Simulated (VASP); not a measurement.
# Cr (Im-3m) in VASP: notebook

One crystal, Cr, is run at these levels: PBE+D3(BJ); tasks: equation of state.

Program: VASP 6.6.1. These are calculated values, not measurements. Logs are shortened: lines on timing, memory, paths and dates and some standing lists are left out, and cuts for length are marked.

## (1) The structure

It takes space group Im-3m (No. 229, cubic). The conventional cell has a = 2.821 Å, b = 2.821 Å, c = 2.821 Å, α = 90.00°, β = 90.00°, γ = 90.00°. Cr (site symmetry m-3m) has 8 Cr at 2.44 Å as nearest neighbours.

## (2) Equation of state, PBE+D3(BJ), collinear spin, ferromagnetic start, 10.78 Å³/atom (a relaxed cell with its volume scaled by 0.96)

INCAR reads:

```
SYSTEM = Cr
PREC     = Accurate       ! precision mode
ENCUT    = 520            ! plane-wave cutoff, eV
EDIFF    = 1E-7           ! SCF threshold, eV
ISMEAR   = -1             ! smearing method
SIGMA    = 0.05           ! smearing width, eV
LREAL    = .FALSE.        ! projectors in reciprocal space
LASPH    = .TRUE.         ! aspherical terms in the spheres
NELM     = 150            ! most SCF steps
ALGO     = Normal         ! electronic algorithm
ISIF     = 2              ! what is computed and relaxed
LWAVE    = .FALSE.        ! write WAVECAR
LCHARG   = .FALSE.        ! write CHGCAR
ISPIN    = 2              ! spin polarisation
MAGMOM   = 3              ! initial moments
LORBIT   = 11             ! projections on sites
LMAXMIX  = 4              ! l up to which the mixer works
GGA      = PE             ! functional
IVDW     = 12             ! dispersion correction
```

KPOINTS reads:

```
Automatic mesh
0
G
  10 10 10
  0 0 0
```

POSCAR reads:

```
Cr                                      
1.0
   -1.3916105424      1.3916105424      1.3916105424
    1.3916105424     -1.3916105424      1.3916105424
    1.3916105424      1.3916105424     -1.3916105424
  Cr            
     1
Direct
     0.0000000000000000    0.0000000000000000    0.0000000000000000
```

Potentials or basis: VASP PAW PBE potentials, release 64 (Cr_pv).

The run is started by

```
$ cat potpaw_PBE.64/Cr_pv/POTCAR > POTCAR
$ mpirun -np 1 vasp_std > vasp.out
```

OUTCAR:

```text
SYSTEM = Cr
   PREC = Accurate
   ENCUT = 520
   EDIFF = 1E-7
   ISMEAR = -1
   LREAL = .FALSE.
   LASPH = .TRUE.
   NELM = 150
   ISIF = 2
   ISPIN = 2
   LORBIT = 11
   GGA = PE
   IVDW = 12
 IVDW          = 12

 ion  position               nearest neighbor table
   1  0.000  0.000  0.000-

  LATTYP: Found a body centered cubic cell.
 ALAT       =     2.7832210848

  Lattice vectors:

 A1 = (  -1.3916105424,   1.3916105424,   1.3916105424)
 A2 = (   1.3916105424,  -1.3916105424,   1.3916105424)
 A3 = (   1.3916105424,   1.3916105424,  -1.3916105424)

Analysis of symmetry for initial positions (statically):
=====================================================================
 Subroutine PRICEL returns:
 Original cell was already a primitive cell.

 Routine SETGRP: Setting up the symmetry group for a
 body centered cubic supercell.

 Subroutine GETGRP returns: Found 48 space group operations
 (whereof 48 operations were pure point group operations)
 out of a pool of 48 trial point group operations.

The static configuration has the point symmetry O_h .

Analysis of symmetry for dynamics (positions and initial velocities):
=====================================================================
 Subroutine PRICEL returns:
 Original cell was already a primitive cell.

 Routine SETGRP: Setting up the symmetry group for a
 body centered cubic supercell.

 Subroutine GETGRP returns: Found 48 space group operations
 (whereof 48 operations were pure point group operations)
 out of a pool of 48 trial point group operations.

The dynamic configuration has the point symmetry O_h .

Analysis of structural, dynamic, and magnetic symmetry:
=====================================================================
 Subroutine PRICEL returns:
 Original cell was already a primitive cell.

 Routine SETGRP: Setting up the symmetry group for a
 body centered cubic supercell.

 Subroutine GETGRP returns: Found 48 space group operations
 (whereof 48 operations were pure point group operations)
 out of a pool of 48 trial point group operations.

The overall configuration has the point symmetry O_h .

 Subroutine INISYM returns: Found 48 space group operations
 (whereof 48 operations are pure point group operations),
 and found     1 'primitive' translations

----------------------------------------------------------------------------------------

                                     Primitive cell

  volume of cell :      10.7799

  direct lattice vectors                    reciprocal lattice vectors
[... 125 lines left out ...]
 number of electron      12.0000010 magnetization      -0.0000016

 Free energy of the ion-electron system (eV)
  ---------------------------------------------------
  ext. energy  EPLUGINS =         0.00000000
  ---------------------------------------------------
  free energy    TOTEN  =        -9.46377441 eV

  energy without entropy =       -9.45626012  energy(sigma->0) =       -9.46001726

 E-fermi :  12.0420     XC(G=0): -14.0818

 val. band max:       11.9761586840   @ k =   0.1000   0.1000   0.0000
 cond. band min:      12.0825596028   @ k =  -0.3000   0.3000   0.3000
 fundamental gap:      0.1064009187
 Fermi energy:        12.0419563563

 spin component 1

 k-point     1 :       0.0000    0.0000    0.0000
  band No.  band energies     occupation
      1     -30.6504      1.00000
      2     -30.6504      1.00000
      3     -30.6504      1.00000
      4       3.8930      1.00000
      5      10.9751      1.00000
      6      10.9751      1.00000
      7      10.9751      1.00000
      8      13.2189      0.00000
      9      13.2189      0.00000
     10      19.1230      0.00000
     11      34.8315      0.00000
     12      34.8315      0.00000
[... 333 lines left out ...]
      1     -31.3914      1.00000
      2     -30.9217      1.00000
      3     -30.7386      1.00000
      4       7.2081      1.00000
      5      10.1491      1.00000
      6      10.4993      1.00000
      7      12.4372      0.00037
      8      13.3643      0.00000
      9      13.9659      0.00000
     10      19.1222      0.00000
     11      28.1203      0.00000
     12      31.6818      0.00000

 [... further k-points ...]

 spin component 2

 k-point     1 :       0.0000    0.0000    0.0000
  band No.  band energies     occupation
      1     -30.6504      1.00000
      2     -30.6504      1.00000
      3     -30.6504      1.00000
      4       3.8930      1.00000
      5      10.9751      1.00000
      6      10.9751      1.00000
      7      10.9751      1.00000
      8      13.2189      0.00000
      9      13.2189      0.00000
     10      19.1230      0.00000
     11      34.8315      0.00000
     12      34.8315      0.00000
[... 333 lines left out ...]
      1     -31.3914      1.00000
      2     -30.9217      1.00000
      3     -30.7386      1.00000
      4       7.2081      1.00000
      5      10.1491      1.00000
      6      10.4993      1.00000
      7      12.4372      0.00037
      8      13.3643      0.00000
      9      13.9659      0.00000
     10      19.1222      0.00000
     11      28.1203      0.00000
     12      31.6818      0.00000

 [... further k-points ...]

------------------------ aborting loop because EDIFF is reached ----------------------------------------

 Edisp (eV)   -0.53194

 E8    (eV) :    -0.2368

  FORCE on cell =-STRESS in cart. coord.  units (eV):
  Direction    XX          YY          ZZ          XY          YZ          ZX
  --------------------------------------------------------------------------------------
  -------------------------------------------------------------------------------------
  Total       0.83110     0.83110     0.83110     0.00000    -0.00000     0.00000
  in kB     123.52442   123.52442   123.52442     0.00000    -0.00000     0.00000
  external pressure =      123.52 kB  Pullay stress =        0.00 kB

 VOLUME and BASIS-vectors are now :
 -----------------------------------------------------------------------------
  energy-cutoff  :      520.00
  volume of cell :       10.78
      direct lattice vectors                 reciprocal lattice vectors
    -1.391610542  1.391610542  1.391610542     0.000000000  0.359295927  0.359295927
     1.391610542 -1.391610542  1.391610542     0.359295927  0.000000000  0.359295927
     1.391610542  1.391610542 -1.391610542     0.359295927  0.359295927  0.000000000

 POSITION                                       TOTAL-FORCE (eV/Angst)
 -----------------------------------------------------------------------------------
      0.00000      0.00000      0.00000         0.000000      0.000000      0.000000
 -----------------------------------------------------------------------------------
    total drift:                                0.000000      0.000000      0.000000

  FREE ENERGIE OF THE ION-ELECTRON SYSTEM (eV)
  ---------------------------------------------------
  free  energy   TOTEN  =        -9.9957148022 eV

  energy  without entropy=       -9.9882005158  energy(sigma->0) =       -9.99195766

 total charge

# of ion       s       p       d       tot
------------------------------------------
    1        0.466   6.457   4.295  11.218

 magnetization (x)

# of ion       s       p       d       tot
------------------------------------------
    1        0.000   0.000   0.000   0.000
```

stdout:

```text
POSCAR found type information on POSCAR Cr
 POSCAR found :  1 types and       1 ions
 scaLAPACK will be used
 LDA part: xc-table for (Slater+PW92), standard interpolation
 POSCAR, INCAR and KPOINTS ok, starting setup
 FFT: planning ... GRIDC
 FFT: planning ... GRID_SOFT
 FFT: planning ... GRID
 WAVECAR not read
 entering main loop
```

Run time: 8.8 s. Hardware: 1 thread of Intel Xeon Platinum 8488C (Sapphire Rapids), shared host; peak memory 0.14 GiB.

What came out:

* Free energy: -9.9957 eV
* Pressure: 12.4 GPa
* Band gap on the k mesh: none (metal or under the smearing width)
* Net moment: 0.00 μB per cell
* Valence electrons inside the program's atomic spheres: Cr 11.22
* Dispersion energy per atom: -0.532 eV

Caveat: the starting moments collapsed, and a magnetic state may lie lower; pairwise dispersion overbinds metals, which lowers pressure and volume.

## (3) Equation of state, PBE+D3(BJ), collinear spin, ferromagnetic start, 11.00 Å³/atom (a relaxed cell with its volume scaled by 0.98)

INCAR is that of step 2.

KPOINTS is that of step 2.

POSCAR reads:

```
Cr                                      
1.0
   -1.4012081598      1.4012081598      1.4012081598
    1.4012081598     -1.4012081598      1.4012081598
    1.4012081598      1.4012081598     -1.4012081598
  Cr            
     1
Direct
     0.0000000000000000    0.0000000000000000    0.0000000000000000
```

Potentials or basis: VASP PAW PBE potentials, release 64 (Cr_pv).

The run is started by

```
$ cat potpaw_PBE.64/Cr_pv/POTCAR > POTCAR
$ mpirun -np 1 vasp_std > vasp.out
```

Wall time 8.7 s (1 thread of Intel Xeon Platinum 8488C (Sapphire Rapids), shared host); peak memory 0.14 GiB.

The run converged. Its results:

| Quantity | Value |
| --- | --- |
| Free energy | -10.0085 eV |
| Pressure | 5.9 GPa |
| Band gap on the k mesh | none (metal or under the smearing width) |
| Net moment | 0.00 μB per cell |
| Valence electrons inside the program's atomic spheres | Cr 11.17 |
| Dispersion energy per atom | -0.521 eV |

Caveat: the starting moments collapsed, and a magnetic state may lie lower; pairwise dispersion overbinds metals, which lowers pressure and volume.

## (4) Equation of state, PBE+D3(BJ), collinear spin, ferromagnetic start, 11.23 Å³/atom

INCAR is that of step 3.

KPOINTS is that of step 3.

POSCAR reads:

```
Cr                                      
1.0
   -1.4106760697      1.4106760697      1.4106760697
    1.4106760697     -1.4106760697      1.4106760697
    1.4106760697      1.4106760697     -1.4106760697
  Cr            
     1
Direct
     0.0000000000000000    0.0000000000000000    0.0000000000000000
```

The run is started by

```
$ cat potpaw_PBE.64/Cr_pv/POTCAR > POTCAR
$ mpirun -np 1 vasp_std > vasp.out
```

It took 9.1 s on 1 thread of Intel Xeon Platinum 8488C (Sapphire Rapids), shared host; peak memory 0.13 GiB.

Results (log left out):

```
Free energy                                           : -10.0128 eV
Pressure                                              : 0.1 GPa
Band gap on the k mesh                                : none (metal or under the smearing width)
Net moment                                            : 0.00 μB per cell
Valence electrons inside the program's atomic spheres : Cr 11.12
Dispersion energy per atom                            : -0.510 eV
```

Caveat: the starting moments collapsed, and a magnetic state may lie lower; pairwise dispersion overbinds metals, which lowers pressure and volume.

## (5) Equation of state, PBE+D3(BJ), collinear spin, ferromagnetic start, 11.45 Å³/atom (a relaxed cell with its volume scaled by 1.02)

INCAR is that of step 4.

KPOINTS is that of step 4.

POSCAR reads:

```
Cr                                      
1.0
   -1.4200185676      1.4200185676      1.4200185676
    1.4200185676     -1.4200185676      1.4200185676
    1.4200185676      1.4200185676     -1.4200185676
  Cr            
     1
Direct
     0.0000000000000000    0.0000000000000000    0.0000000000000000
```

The run is started by

```
$ cat potpaw_PBE.64/Cr_pv/POTCAR > POTCAR
$ mpirun -np 1 vasp_std > vasp.out
```

Run time: 9.5 s. Hardware: 1 thread of Intel Xeon Platinum 8488C (Sapphire Rapids), shared host; peak memory 0.13 GiB.

It converged, with:

```
Free energy                                           : -10.0093 eV
Pressure                                              : -5.1 GPa
Band gap on the k mesh                                : none (metal or under the smearing width)
Net moment                                            : 0.00 μB per cell
Valence electrons inside the program's atomic spheres : Cr 11.07
Dispersion energy per atom                            : -0.499 eV
```

Caveat: the starting moments collapsed, and a magnetic state may lie lower; pairwise dispersion overbinds metals, which lowers pressure and volume.

## (6) Equation of state, PBE+D3(BJ), collinear spin, ferromagnetic start, 11.68 Å³/atom (a relaxed cell with its volume scaled by 1.04)

INCAR is that of step 5.

KPOINTS is that of step 5.

POSCAR reads:

```
Cr                                      
1.0
   -1.4292397258      1.4292397258      1.4292397258
    1.4292397258     -1.4292397258      1.4292397258
    1.4292397258      1.4292397258     -1.4292397258
  Cr            
     1
Direct
     0.0000000000000000    0.0000000000000000    0.0000000000000000
```

Potentials or basis: VASP PAW PBE potentials, release 64 (Cr_pv).

The run is started by

```
$ cat potpaw_PBE.64/Cr_pv/POTCAR > POTCAR
$ mpirun -np 1 vasp_std > vasp.out
```

Wall time 10 s (1 thread of Intel Xeon Platinum 8488C (Sapphire Rapids), shared host); peak memory 0.14 GiB.

It converged, with:

| Quantity | Value |
| --- | --- |
| Free energy | -9.9989 eV |
| Pressure | -9.8 GPa |
| Band gap on the k mesh | none (metal or under the smearing width) |
| Net moment | 0.00 μB per cell |
| Valence electrons inside the program's atomic spheres | Cr 11.03 |
| Dispersion energy per atom | -0.490 eV |

Caveat: the starting moments collapsed, and a magnetic state may lie lower; pairwise dispersion overbinds metals, which lowers pressure and volume.

## (7) Equation of state, PBE+D3(BJ), collinear spin, ferromagnetic start

Potentials or basis: VASP PAW PBE potentials, release 64 (Cr_pv).

No new run: the results of the series are fitted here.

Results:

- Equilibrium volume: 11.24 Å³/atom
- Bulk modulus: 274 GPa
- Pressure derivative of the bulk modulus: 4.3 (rough: it moves with the points fitted)

Energy against volume, from the lowest point:
```csv
volume (Å³/atom),energy (meV/atom)
10.780,17.07
11.004,4.24
11.229,0.00
11.454,3.46
11.678,13.87
```
